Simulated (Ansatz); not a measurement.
# HRu12: the cost of one run

Method: DFT PBE, plane waves, PAW, scalar-relativistic, no spin polarisation, in Ansatz 0.2.0.

1 further run of the same task is left out (set aside as unsound or not needed).

## 1. The starting structure

The cell holds 13 atoms (HRu12): a = 5.400 Å, b = 8.100 Å, c = 4.277 Å, α = 90.00°, β = 90.00°, γ = 120.00°.

Structure file:

```
CELL_PARAMETERS angstrom
5.40000 0.00000 0.00000
-4.05000 7.01481 0.00000
0.00000 0.00000 4.27680
ATOMIC_POSITIONS crystal
Ru 0.00000 0.00000 0.00000
Ru 0.16667 0.22222 0.50000
Ru 0.00000 0.33333 0.00000
Ru 0.16667 0.55556 0.50000
Ru 0.00000 0.66667 0.00000
Ru 0.16667 0.88889 0.50000
Ru 0.50000 0.00000 0.00000
Ru 0.66667 0.22222 0.50000
Ru 0.50000 0.33333 0.00000
Ru 0.66667 0.55556 0.50000
Ru 0.50000 0.66667 0.00000
Ru 0.66667 0.88889 0.50000
H 0.82328 0.43813 0.73932
```

## 2. Preparing the start

Contents of input.yaml:

```yaml
accuracy: low
crystal:
  lattice:
    - [5.4, 0.0, 0.0]
    - [-4.05, 7.014806, 0.0]
    - [0.0, 0.0, 4.2768]
  atoms:
    - { symbol: Ru, position: [0.0, 0.0, 0.0] }
    - { symbol: Ru, position: [0.1666667, 0.2222222, 0.5] }
    - { symbol: Ru, position: [0.0, 0.3333333, 0.0] }
    - { symbol: Ru, position: [0.1666667, 0.5555556, 0.5] }
    - { symbol: Ru, position: [0.0, 0.6666667, 0.0] }
    - { symbol: Ru, position: [0.1666667, 0.8888889, 0.5] }
    - { symbol: Ru, position: [0.5, 0.0, 0.0] }
    - { symbol: Ru, position: [0.6666667, 0.2222222, 0.5] }
    - { symbol: Ru, position: [0.5, 0.3333333, 0.0] }
    - { symbol: Ru, position: [0.6666667, 0.5555556, 0.5] }
    - { symbol: Ru, position: [0.5, 0.6666667, 0.0] }
    - { symbol: Ru, position: [0.6666667, 0.8888889, 0.5] }
    - { symbol: H, position: [0.8232835, 0.4381312, 0.739319] }
basis:
  ecutwfc: 420.0
kpoints:
  mp_grid: { grid: [2, 2, 3] }
hamiltonian:
  xc: pbe
scf:
  occupations: { method: fermi_dirac, width: 0.05 }
  lower_state_search: "off"
relax:
  f_tol: 0.08
  max_steps: 25
  adjacent_minimum: "off"
output:
  write_density: true
  write_potential: true
  elf: true
  volumetric_format: npy
```

Launch:

```bash
> ansatz run input.yaml --threads 2 --pin off --max-ram 5120MiB --backend cpu --events-out ev --progress --plain --runs-dir out
```

Q: Estimate wall time and peak memory on 2 threads of Arm Neoverse V2, shared host.

About 24 s, with a peak of 0.59 GiB.
